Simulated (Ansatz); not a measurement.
All numbers below come from DFT PBE, scalar-relativistic, plane waves, PAW in Ansatz 0.2.0. Settings: cutoff 420 eV, Γ-centred meshes spaced at most about 0.3 Å⁻¹, and about 0.25 Å⁻¹ or finer for metals (2π included), Gaussian smearing. No spin polarisation.

These are static total energies at zero pressure.

Two relaxed structures of TiH5:

1.

```xyz
12
Lattice="2.9515 0.0000 0.0000 -1.4736 2.5572 0.0000 -0.4544 -0.3363 17.7022" Properties=species:S:1:pos:R:3 pbc="T T T"
Ti    1.5295    0.7633    1.3831
Ti   -0.4004    1.2798   16.3649
H     0.0540    1.6160    0.6050
H    -1.4201    2.4679    2.3273
H     1.0757    2.1324   15.4204
H     1.0752    0.4271   17.1430
H    -0.5677    1.6814   12.2778
H    -0.1049    1.3051   11.8236
H     1.0173    0.9689    5.3881
H     1.5456    0.7002    5.8472
H     2.3607    0.0905    9.0409
H    -0.0243   -0.1076    8.5919
```

2.

```xyz
12
Lattice="3.0755 0.0000 0.0000 0.0000 3.0755 0.0000 0.0000 0.0000 13.5811" Properties=species:S:1:pos:R:3 pbc="T T T"
Ti    1.5377    0.0000    1.1723
Ti    0.0000    1.5377   12.4088
H     1.5377    1.5377    2.1586
H     0.0000    0.0000    2.1586
H     1.5377    1.5377   11.4225
H     0.0000    0.0000   11.4225
H     1.5377    1.5377    0.0000
H     0.0000    0.0000    0.0000
H     0.0000    1.5377    8.5007
H     0.0000    1.5377    7.7511
H     1.5377    0.0000    5.0803
H     1.5377    0.0000    5.8299
```

Question: Which is lower in energy, and by how much?

Answer: Cell 1 is lower, by 44 meV/atom. Cell 1 has space group P1 (No. 1), 11.1 Å³/atom and no gap on its mesh; cell 2 has space group P4/nmm (No. 129), 10.7 Å³/atom and no gap. Counting H atoms around Ti (those within 1.25 times the shortest such distance or 1.15 times the sum of covalent radii), cell 1 has Ti 7 and cell 2 has Ti 8. Cell 1 and cell 2 both hold H–H pairs as short as in free H₂ molecules. In cell 1, Ti on its first site is surrounded by 7 H at 1.87–1.95 Å; around Ti on its second site lie 7 H at 1.87–1.95 Å; H on its first site has 4 Ti at 1.87–1.94 Å, 3 H at 2.06 Å and 3 H at 2.42 Å; 9 more sites not described. In cell 2, Ti is surrounded by 8 H at 1.83–1.93 Å; H on a site of symmetry 2mm has 2 Ti at 1.83 Å and 5 H at 2.16–2.17 Å; H on a site of symmetry -4m2 is surrounded by 4 Ti at 1.93 Å and 6 H at 2.16–2.17 Å; 2 more sites not described. Origin: cell 1, invented, then shaken at random and relaxed again; cell 2, invented.

Weakly bound directions are ill-defined at this level, which has no dispersion term (P1, P4/nmm), and this can change margins and order among such cells. With hydrogen, zero-point motion can shift such differences by 10 meV/atom or more. Cells relaxed within their symmetry can be saddle points.
